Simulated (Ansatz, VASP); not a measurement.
**One calculation of Na, two programs**

```
Na
1.0
    -2.17153    1.88829    2.63728
     2.17153   -1.88829    2.63728
     2.17153    1.88829   -2.63728
Na
1
Direct
  0.00000 0.00000 0.00000
```

Change from the starting cell: strain +0.1500 x Voigt [1, 0, 0, 0, 0, 0], atoms carried along.

Alike in both runs: task single point; functional LDA; k mesh 18 × 18 × 18; occupations gaussian, width 0.15 eV; no spin polarisation.

|  | VASP | Ansatz |
| --- | --- | --- |
| version | VASP 6.6.1 | Ansatz 0.2.0 |
| potentials or method | VASP PAW LDA potentials, release 64 (Na_pv) | scalar-relativistic, plane waves, PAW |
| plane-wave cutoff (eV) | 520 | 420 |
| valence electrons in the cell | 7 | 9 |

|  | VASP | Ansatz | Ansatz less VASP |
| --- | --- | --- | --- |
| gap on the k mesh at the Fermi level (eV) | none | none | - |
| pressure (GPa) | -1.4 | -1.4 | +0.02 |
| largest component of the traceless stress (GPa) | 0.45 | 0.45 | 0.000 |

A gap of «none» marks a metal or a gap that the smearing closes. The two sets of potentials don't hold the same shells in valence.
